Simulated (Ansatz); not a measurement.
# BN: the cost of one run

Program: Ansatz 0.2.0, driven from Python. Level of theory: DFT LDA, plane waves, PAW. These are calculated values, not measurements.

**1. The structure**

Symmetry: P1, No. 1, triclinic system. The conventional cell has a = 2.508 Å, b = 2.508 Å, c = 3.274 Å, α = 101.11°, β = 101.11°, γ = 119.81°. Around B (site symmetry 1) lie 3 N at 1.40 to 1.52 Å. N (site symmetry 1) has 3 B at 1.40 to 1.52 Å as nearest neighbours.

The script holds or builds the structure itself.

**2. The code**

Contents of bn_kconv.py:

```python
"""Convergence of BN with the k-point mesh."""

import argparse
import csv
import warnings

import ansatz as az
from ase import Atoms

parser = argparse.ArgumentParser(description="Convergence of BN with the k-point mesh.")
parser.add_argument("--cutoff", type=float, required=True, help="basis")
parser.add_argument("--filling", required=True, help="how the bands are filled")
parser.add_argument("--scf-tol", type=float, required=True, help="SCF control")
args = parser.parse_args()


def main() -> None:
    warnings.simplefilter("ignore", az.DeckWarning)

    atoms = Atoms(
        ["B", "N"],
        scaled_positions=[
            (0.979643, 0.983499, 0.001806),
            (0.668506, 0.332385, 0.984999),
        ],
        cell=[
            (2.508041, 0.0, 0.0),
            (-1.246711, 2.176231, 0.0),
            (-0.630665, -1.088116, 3.02254),
        ],
        pbc=True,
    )
    cell = az.Crystal.from_ase(atoms)

    calculation = (
        cell.calculation()
        .functional(az.Functional.LDA)
        .basis(args.cutoff)
        .occupations(args.filling)
        .scf(tolerance=args.scf_tol, self_checks="low")
    )

    rows = []
    for value in [(4, 4, 3), (5, 5, 3), (7, 7, 5), (9, 9, 6), (11, 11, 7), (13, 13, 9)]:
        report = calculation.kpoints(mesh=value).run(threads=1).report
        rows.append((value, report["free_energy_ev"] / len(report["lattice"]["sites"]), report["n_iterations"], report["n_kpoints"]))

    with open("kconv.csv", "w", newline="") as handle:
        writer = csv.writer(handle)
        writer.writerow(["mesh", "F/atom (eV)", "iterations", "k-points"])
        writer.writerows([round(v, 5) if isinstance(v, float) else v for v in row] for row in rows)

    # differences from the last row
    for row in rows[:-1]:
        shift = 1000 * (row[1] - rows[-1][1])
        print(f"{row[0]}: {shift:+.2f} meV/atom" + ("  (within 2 meV)" if abs(shift) < 2 else ""))


if __name__ == "__main__":
    main()
```

**3. The calls as engine input**

The engine receives this input (first run):

```yaml
crystal:
  lattice:
    - [2.508041, 0.0, 0.0]
    - [-1.246711, 2.176231, 0.0]
    - [-0.630665, -1.088116, 3.02254]
  atoms:
    - { symbol: B, position: [0.9796429999999999, 0.983499, 0.001806] }
    - { symbol: "N", position: [0.668506, 0.332385, 0.984999] }
basis:
  ecutwfc: 630.0
kpoints:
  mp_grid:
    grid: [4, 4, 3]
hamiltonian:
  xc: lda
scf:
  self_checks: low
  convergence:
    dr2_threshold: 1.0e-05
  occupations:
    method: fixed
```

**4. The run**

Launch:

```bash
> python bn_kconv.py --cutoff 630.0 --filling Fixed --scf-tol 1e-05
```

What time and memory should one allow on 1 thread of Arm Neoverse V2, shared host?

About 25 s, with a peak of 0.59 GiB.
